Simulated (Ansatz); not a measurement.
# BeTe: the cost of one run

Program: Ansatz 0.2.0. Level of theory: DFT PBE, scalar-relativistic, plane waves, PAW. These are calculated values, not measurements.

1 further run of the same task is left out (set aside as unsound or not needed). Runs told in other sessions of the task aren't counted.

**1. The structure to begin with**

It takes space group P4/nmm (No. 129, tetragonal). The conventional cell has a = 3.912 Å, b = 3.912 Å, c = 7.426 Å, α = 90.00°, β = 90.00°, γ = 90.00°. Be (site symmetry -4m2) has 4 Te at 2.48 Å and 4 Be at 2.77 Å in its first shell of neighbours. Te (site symmetry 4mm) has 4 Be at 2.48 Å in its first shell of neighbours.

As a file:

```
Be Te
1.0
     3.91195    0.00000    0.00000
     0.00000    3.91195    0.00000
     0.00000    0.00000    7.42580
Be Te
2 2
Direct
  0.00000 0.00000 0.50000
  0.50000 0.50000 0.50000
  0.50000 0.00000 0.70613
  0.00000 0.50000 0.29387
```

It is the end of an earlier relaxation with the same method, from a generated guess; it is a trial structure. At a tolerance of 0.02 Å it has space group P4/nmm (No. 129); it has 28.41 Å³/atom, an uncorrected energy of -0.27 eV/atom over the elements.

**2. Static run: bands, density of states and charges**

input.yaml

```yaml
crystal:
  lattice:
    - [3.9119471, 0.0, 0.0]
    - [0.0, 3.9119471, 0.0]
    - [0.0, 0.0, 7.4258011]
  atoms:
    - { symbol: Be, position: [0.0, 0.0, 0.5] }
    - { symbol: Be, position: [0.5, 0.5, 0.5] }
    - { symbol: Te, position: [0.5, 0.0, 0.706133] }
    - { symbol: Te, position: [0.0, 0.5, 0.293867] }
basis:
  ecutwfc: 420
kpoints:
  mp_grid: { grid: [8, 8, 4] }
  band_path:
    path:
      - [[0.0, 0.0, 0.0], [0.0, 0.5, 0.0], [0.5, 0.5, 0.0], [0.0, 0.0, 0.0], [0.0, 0.0, 0.5], [0.0, 0.5, 0.5], [0.5, 0.5, 0.5], [0.0, 0.0, 0.5]]
      - [[0.0, 0.5, 0.0], [0.0, 0.5, 0.5]]
      - [[0.5, 0.5, 0.0], [0.5, 0.5, 0.5]]
    npoints: 14
hamiltonian:
  xc: pbe
scf:
  occupations: { method: gaussian, width: 0.02 }
  n_extra_bands: 10
output:
  forces: true
  stress: true
  eigenvalues: true
  populations: true
  dos: { projected: true, de: 0.02, nscf_kmesh: { grid: [12, 12, 6] } }
  bader: true
  write_density: true
  write_potential: true
  elf: true
  volumetric_format: npy
```

Run with:

```console
ansatz run input.yaml --threads 1 --pin off --max-ram 3072MiB --backend cpu --events-out ev --progress --plain --runs-dir out
```

**Question.** How long does this run take on 1 thread of Intel Xeon 6975P-C (Granite Rapids), shared host, and how much memory does it need?

About 49 s, with a peak of 0.53 GiB.
